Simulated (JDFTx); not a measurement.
## Ag: single point with PBEsol

The system is Ag.

```xyz
2
Lattice="2.9300 0.0000 0.0000 -1.4650 2.5375 0.0000 0.0000 0.0000 4.7900" Properties=species:S:1:pos:R:3 pbc="T T T"
Ag    1.4937    0.8883    3.5776
Ag    0.0046    1.7069    1.2002
```

This isn't the form of Ag at room conditions, which is fcc.

The cell isn't the ideal one: atoms moved at random, drawn with an rms of 0.05 Å.

```json
{
  "Program": "JDFTx 1.7.0 (patched build)",
  "Task": "single point",
  "Functional": "PBEsol",
  "Potentials or basis": "PseudoDojo-SR-PBEsol-0.4.1-standard with smoothed tails",
  "Cutoff": "1116 eV",
  "Density cutoff": "8925 eV",
  "k mesh": "10 × 10 × 6",
  "Occupations": "fermi-dirac, width 0.05 eV",
  "Spin": "no spin polarisation",
  "Local potential set to -Z/r beyond": "6 bohr",
  "Bands": "26",
  "Density cutoff over wavefunction cutoff": "8",
  "Max SCF steps": "100",
  "SCF threshold on the energy": "1e-09 Ha",
  "Solver of the electrons": "scf",
  "Further solve for the empty bands": "yes"
}
```

* Pressure: -6.3 GPa
* Largest force: 0.084 eV/Å
* Band gap on the k mesh: none (metal or under the smearing width)

Forces in eV/Å, atoms in the order of the input:
```
Ag  -0.021 -0.021  0.079
Ag   0.021  0.021 -0.079
```

Stress tensor (GPa, compression positive):
```
-5.96  0.13 -0.02
 0.13 -6.24 -0.02
-0.02 -0.02 -6.68
```

Levels at points of the mesh, in eV from the Fermi level:
| k point | band 16 | band 17 | band 18 | band 19 | band 20 | band 21 | band 22 | band 23 |
| --- | --- | --- | --- | --- | --- | --- | --- | --- |
| (0.00, 0.00, 0.00) | -3.96 | -3.88 | -3.01 | -2.93 | -0.33 | 3.36 | 15.63 | 17.52 |
| (0.00, 0.00, 0.50) | -4.34 | -3.29 | -3.27 | -3.26 | -3.24 | 10.70 | 10.90 | 15.98 |
| (0.00, 0.50, 0.00) | -2.84 | -2.79 | -2.72 | 0.08 | 1.51 | 6.60 | 6.86 | 9.08 |
| (0.00, 0.50, 0.50) | -3.05 | -2.77 | -2.76 | 0.81 | 0.84 | 4.30 | 4.33 | 13.24 |
| (0.50, 0.00, 0.00) | -2.85 | -2.81 | -2.71 | 0.18 | 1.41 | 6.76 | 7.09 | 8.89 |
| (0.50, 0.00, 0.50) | -2.97 | -2.77 | -2.76 | 0.73 | 0.75 | 4.39 | 4.42 | 13.24 |
| (0.50, 0.50, 0.00) | -2.84 | -2.80 | -2.72 | 0.11 | 1.48 | 6.65 | 6.94 | 9.02 |
| (0.50, 0.50, 0.50) | -3.02 | -2.77 | -2.76 | 0.78 | 0.81 | 4.33 | 4.36 | 13.24 |

Run time: 11 min on 1 thread of Arm Neoverse V1 (shared host), peak memory 0.94 GiB.
